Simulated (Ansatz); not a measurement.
Start of a relaxation of AlNi:

```
CELL_PARAMETERS angstrom
2.65812 0.00000 0.00000
-1.32906 2.30200 0.00000
0.00000 0.00000 4.19484
ATOMIC_POSITIONS crystal
Al 0.33333 0.66667 0.50000
Ni 0.66667 0.33333 0.00000
```

Method: DFT PBE, scalar-relativistic, plane waves, PAW (Ansatz). Cutoff 420 eV, Gaussian smearing, Γ-centred meshes. Cell and atoms relax on a converged mesh. In metals the finer mesh still leaves noise of several meV/atom or more. The steps can't lower the symmetry of their start. Collinear spin, starting moments Ni 2.0 μB; they died out on the coarse mesh, so the last step has no spin.

A guess keeps its type if space group and coordination stay and the shape of the cell changes little (axis ratios within about 15 %, angles within 6°); the volume may change.

Problem. Does this structure survive the relaxation?

Solution. It keeps its type. The symmetry stays P-6m2 (No. 187). The volume per atom shrinks by 2.0 %, from 12.8 to 12.6 Å³. The shortest distance goes from 2.60 Å (Al–Ni) to 2.49 Å (Al–Ni). The ratio c/a of the conventional cell changes by a factor of 0.88. Counting neighbours within 15 % of an atom's shortest distance, the start has Al 12, Ni 12 and the end Al 12, Ni 12.

The zero of energy is the elements' standard structures at the same level; no fitted shifts are applied.

Problem. At what energy does it end?

Solution. −0.47 eV/atom. A negative formation energy is needed for stability but isn't enough: competing phases decide.

The last run used a 24×24×14 mesh (in the run's order of axes) for its 2-atom cell and Gaussian smearing of 0.10 eV. Trial moments died out on the coarse mesh, so the last step has no spin; another magnetic start might hold. A structure relaxed within its symmetry needn't be a true minimum.
